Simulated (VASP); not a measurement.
A run of VASP 6.6.1 is set up as follows.

File INCAR:

```
SYSTEM = PbSe
PREC = Accurate
ENCUT = 600
EDIFF = 1E-7
ISMEAR = 0
SIGMA = 0.03
LREAL = .FALSE.
LASPH = .TRUE.
NELM = 80
ALGO = Normal
ISIF = 2
LWAVE = .FALSE.
LCHARG = .FALSE.
IBRION = 2
NSW = 40
EDIFFG = -0.01
```

The input KPOINTS:

```
Automatic mesh
0
G
  8 8 8
  0 0 0
```

The input POSCAR:

```
PbSe                                    
1.0
    0.0000000000      3.0229038105      3.0229038105
    3.0229038105      0.0000000000      3.0229038105
    3.0229038105      3.0229038105      0.0000000000
  Pb              Se            
     1     1
Direct
     0.0000000000000000    0.0000000000000000    0.0000000000000000
     0.5000000000000000    0.5000000000000000    0.5000000000000000
```

Potentials or basis: VASP PAW LDA potentials, release 64 (Pb_d, Se).

Command:

```console
$ cat potpaw_LDA.64/Pb_d/POTCAR potpaw_LDA.64/Se/POTCAR > POTCAR
$ mpirun -np 1 vasp_std > vasp.out
```

Task: Estimate the band gap on the k mesh.

Result: 0.03 eV, direct.

Final structure:
```
Pb Se
1.0
     0.00000    3.02290    3.02290
     3.02290    0.00000    3.02290
     3.02290    3.02290    0.00000
Pb Se
1 1
Direct
  0.00000 0.00000 0.00000
  0.50000 0.50000 0.50000
```

Caveat: the relaxation stopped at its first step, so nothing moved; spin-orbit coupling is left out, which as a rule narrows the gap of such compounds by several tenths of an eV.

**The experiment to reproduce.**

From a printed reference work, monograph, for a bulk crystal of PbSe at 300 K: band gap 0.28 eV (direct).

Measured gap of PbSe: 0.28 eV (direct; 300 K; a printed reference work, monograph). This calculation gives 0.03 eV (-0.25 eV). 2 values of this kind are on record (0.15 to 0.28 eV); this one was drawn at random. Spin-orbit coupling on Pb, Se is left out. The value is that of LDA on a finite k mesh, which can miss the band edges, without temperature or zero-point motion. Semilocal functionals fall short of measured gaps as a rule.
